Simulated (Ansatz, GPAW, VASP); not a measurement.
C: programs and potentials compared

```
CELL_PARAMETERS angstrom
0.00000 1.78337 1.78337
1.78337 0.00000 1.78337
1.78337 1.78337 0.00000
ATOMIC_POSITIONS crystal
C 0.75000 0.75000 0.75000
C 0.50000 0.50000 0.50000
```

Alike in all runs: task single point; functional PBE; k mesh 13 × 13 × 13; occupations gaussian, width 0.011 eV; no spin polarisation; no spin-orbit coupling. Pressure is positive in compression and, in plane waves, holds the error of the finite cutoff.

| program and potentials | plane-wave cutoff (eV) | notes | pressure (GPa) |
| --- | --- | --- | --- |
| VASP, PBE PAW files C, 520 eV | 520 | - | 2.47 |
| GPAW, GPAW PAW data sets (gpaw-data 1.2.1) | 800 | - | 1.42 |
| Ansatz, all-electron LAPW, scalar-relativistic | - | - | ? |

**Question.** Estimate from the other rows what the run with Ansatz, all-electron LAPW, scalar-relativistic gave.

**Answer.** Pressure 1.75 GPa. The other rows, which needn't bracket it: pressure 1.42 to 2.47.
